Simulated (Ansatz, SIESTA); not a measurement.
## KMgF3 and the functional, program beside program

```cif
data_structure
_symmetry_space_group_name_H-M 'Pm-3m'
_symmetry_Int_Tables_number 221
_cell_length_a 3.9859
_cell_length_b 3.9859
_cell_length_c 3.9859
_cell_angle_alpha 90.000
_cell_angle_beta 90.000
_cell_angle_gamma 90.000
_cell_volume 63.33
loop_
_atom_site_label
_atom_site_type_symbol
_atom_site_symmetry_multiplicity
_atom_site_Wyckoff_symbol
_atom_site_fract_x
_atom_site_fract_y
_atom_site_fract_z
_atom_site_occupancy
K1 K 1 b 0.50000 0.50000 0.50000 1
Mg1 Mg 1 a 0.00000 0.00000 0.00000 1
F1 F 3 d 0.00000 0.00000 0.50000 1
```

Kept alike: task band structure; k mesh 7 × 7 × 7; occupations fermi-dirac, width 0.05 eV; no spin polarisation. The mesh is that of the run's cell of 5 atoms. No spin-orbit coupling.

- A: Ansatz, all-electron LAPW, scalar-relativistic
- B: SIESTA; files PseudoDojo sr-lda-0.4.1-standard, DZP (energy shift 0.003 Ry; two zetas on semicore shells; d shell added on K) (LDA); files PseudoDojo sr-pbe-0.4.1-standard, DZP (energy shift 0.003 Ry; two zetas on semicore shells; d shell added on K) (PBE); files PseudoDojo sr-pbesol-0.4.1-standard, DZP (energy shift 0.003 Ry; two zetas on semicore shells; d shell added on K) (PBEsol), atomic orbitals

| functional | A: pressure (GPa) | B: pressure (GPa) |
| --- | --- | --- |
| LDA | -4.39 | -3.78 |
| PBE | 3.78 | 4.61 |
| PBEsol | 0.29 | 0.90 |

Pressure is positive in compression.

How large is the effect of the functional, and do the programs agree on it?

From LDA to PBE the pressure moves by +8.17 in A, +8.39 in B (GPa). Row by row the programs differ by 0.61 to 0.83, and over this span the shifts, as printed, agree within about 3 %. Shifts from LDA: PBE +8.17, +8.39; PBEsol +4.68, +4.68; the programs' shifts differ by up to 0.22.
